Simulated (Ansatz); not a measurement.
## Stiffness of Mg2Si from strained cells

```yaml
crystal:
  lattice:
    - [0.00000, 3.19500, 3.19500]
    - [3.19500, 0.00000, 3.19500]
    - [3.19500, 3.19500, 0.00000]
  atoms:
    - { symbol: Mg, position: [0.25000, 0.25000, 0.25000] }
    - { symbol: Mg, position: [0.75000, 0.75000, 0.75000] }
    - { symbol: Si, position: [0.00000, 0.00000, 0.00000] }
```

Atoms are numbered in the order listed.

The cell is COD entry 9009039, as deposited and not checked against the literature; nothing was relaxed. It differs from other determinations.

All numbers below come from Ansatz 0.2.0, DFT, PBEsol, all-electron LAPW, scalar-relativistic.

Numerical set-up: a Γ-centred 9×9×9 k mesh, Fermi–Dirac smearing of 0.05 eV, basis error target 0.5 meV/atom, no spin polarisation.

The unstrained cell is at -1.63 GPa. Large strains and very small stresses are left out. Each strain is applied once, with fractional coordinates held (clamped ions), and σ below is the change of stress, positive in tension. One finite strain gives stress–strain coefficients at this pressure with an error of the order of the strain times third-order constants, a few per cent for each per cent of strain.

With equal xy, yz and zx engineering shear strains of -1 %, the run gives σxy = -0.44 GPa and γxy = 2εxy = -0.0100. Which stiffness follows?

C44 (clamped ions) = σxy/γxy = 44 GPa.

Estimate the stiffness probed by this change, and the stress that it gives: equal xy, yz and zx engineering shear strains of +1 %.

σxy = 0.42 GPa and γxy = 2εxy = 0.0100, so C44 (clamped ions) = σxy/γxy = 42 GPa.

The two estimates of C44 (clamped ions) differ. Why, and which value is best?

Finite strains add third-order terms, which change sign with the strain; interpolating the two linearly to zero strain gives 43 GPa, the better value.
